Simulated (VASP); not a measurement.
From VASP inputs to Ansatz: MgO (strained rocksalt)

INCAR

```
NELM = 120
EDIFF = 1E-7
NSW = 0
LASPH = .TRUE.
ISIF = 2
IBRION = -1
NBANDS = 11
LREAL = .FALSE.
ENCUT = 520
LCHARG = .FALSE.
GGA = PE
LWAVE = .FALSE.
ISMEAR = -1
PREC = Accurate
SIGMA = 0.02
```

KPOINTS

```
KPOINTS created by Atomic Simulation Environment
0
Gamma
10 10 10
0 0 0
```

KPOINTS_OPT

```
special points
6
Reciprocal
0.0000000000 0.0000000000 0.0000000000 1
0.5000000000 0.0000000000 0.5000000000 1
0.6250000000 0.2500000000 0.6250000000 1
0.3750000000 0.3750000000 0.7500000000 1
0.5000000000 0.5000000000 0.5000000000 1
0.5000000000 0.2500000000 0.7500000000 1
```

POSCAR

```
Mg O
 1.0000000000000000
     0.0000000000000000    2.0811457412999999    2.0811457412999999
     2.0811457412999999    0.0000000000000000    2.0811457412999999
     2.0811457412999999    2.0811457412999999    0.0000000000000000
 Mg  O
   1   1
Cartesian
  0.0000000000000000  0.0000000000000000  0.0000000000000000
  2.0811457412999999  2.0811457412999999  2.0811457412999999
```

VASP ran with the recommended PBE PAW datasets (8 valence electrons in the cell).

**Question.** Write an Ansatz input for this cell and level of theory.

**Answer.** 

```yaml
crystal:
  lattice:
    - [0.0, 2.0811457413, 2.0811457413]
    - [2.0811457413, 0.0, 2.0811457413]
    - [2.0811457413, 2.0811457413, 0.0]
  atoms:
    - { symbol: Mg, position: [0.0, 0.0, 0.0] }
    - { symbol: O, position: [0.5, 0.5, 0.5] }
kpoints:
  mp_grid: { grid: [10, 10, 10] }
  band_path:
    path:
      - [0.0, 0.0, 0.0]
      - [0.5, 0.0, 0.5]
      - [0.625, 0.25, 0.625]
      - [0.375, 0.375, 0.75]
      - [0.5, 0.5, 0.5]
      - [0.5, 0.25, 0.75]
    npoints: 1
hamiltonian:
  xc: pbe
scf:
  occupations: { method: fermi_dirac, width: 0.02 }
  n_extra_bands: 4
output:
  forces: true
  stress: true
  eigenvalues: true
```

Other inputs would serve too.

```tsv
	VASP	Ansatz
gap between bands v and c	5.08 eV	5.10 eV
least direct gap	5.08 eV	5.10 eV
pressure	10.4 GPa	11.1 GPa
```

The two codes use different PAW datasets and cutoffs. VASP's cell holds 8 valence electrons and Ansatz's 16. Ansatz's stress includes a Pulay correction; VASP's doesn't.
